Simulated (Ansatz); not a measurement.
# GeS: the cost of one run

Program: Ansatz 0.2.0. Level of theory: DFT PBE, scalar-relativistic, plane waves, PAW. These are calculated values, not measurements.

1 further run of the same task is left out (it didn't finish).

## Step 1: The structure to begin with

The structure is orthorhombic, space group Pnma (No. 62). Conventional cell: a = 10.440 Å, b = 3.650 Å, c = 4.300 Å, α = 90.00°, β = 90.00°, γ = 90.00°. Ge (site symmetry m) has 3 S at 2.46 to 2.50 Å as nearest neighbours. S (site symmetry m) is surrounded by 3 Ge at 2.46 to 2.50 Å.

Structure file:

```cif
data_structure
_symmetry_space_group_name_H-M 'P 1'
_symmetry_Int_Tables_number 1
_cell_length_a 10.4400
_cell_length_b 3.6500
_cell_length_c 4.3000
_cell_angle_alpha 90.000
_cell_angle_beta 90.000
_cell_angle_gamma 90.000
_cell_volume 163.86
loop_
_atom_site_label
_atom_site_type_symbol
_atom_site_fract_x
_atom_site_fract_y
_atom_site_fract_z
_atom_site_occupancy
Ge1 Ge 0.12100 0.25000 0.10600 1
Ge2 Ge 0.87900 0.75000 0.89400 1
Ge3 Ge 0.37900 0.75000 0.60600 1
Ge4 Ge 0.62100 0.25000 0.39400 1
S1 S 0.85200 0.25000 0.50300 1
S2 S 0.14800 0.75000 0.49700 1
S3 S 0.64800 0.75000 0.00300 1
S4 S 0.35200 0.25000 0.99700 1
```

Source of the structure: the Crystallography Open Database.

(A quick probe on a coarse mesh, which set the mesh and smearing, is not shown.)

## Step 3: Full relaxation

input.yaml reads:

```yaml
crystal:
  lattice:
    - [10.44, 0.0, 0.0]
    - [0.0, 3.65, 0.0]
    - [0.0, 0.0, 4.3]
  atoms:
    - { symbol: Ge, position: [0.121, 0.25, 0.106] }
    - { symbol: Ge, position: [0.879, 0.75, 0.894] }
    - { symbol: Ge, position: [0.379, 0.75, 0.606] }
    - { symbol: Ge, position: [0.621, 0.25, 0.394] }
    - { symbol: S, position: [0.852, 0.25, 0.503] }
    - { symbol: S, position: [0.148, 0.75, 0.497] }
    - { symbol: S, position: [0.648, 0.75, 0.003] }
    - { symbol: S, position: [0.352, 0.25, 0.997] }
basis:
  ecutwfc: 420
kpoints:
  mp_grid: { grid: [4, 8, 6] }
hamiltonian:
  xc: pbe
scf:
  occupations: { method: gaussian, width: 0.02 }
output:
  forces: true
  stress: true
  eigenvalues: true
relax:
  adjacent_minimum: "off"
  f_tol: 0.005
  max_steps: 80
  cell: { stress_tol: 0.05 }
```

Command:

```console
> ansatz run input.yaml --threads 2 --pin off --max-ram 5120MiB --backend cpu --events-out ev --progress --plain --runs-dir out
```

Q: Estimate wall time and peak memory on 2 threads of Intel Xeon at 2.70GHz, shared host.

About 2.8 min, with a peak of 0.72 GiB.
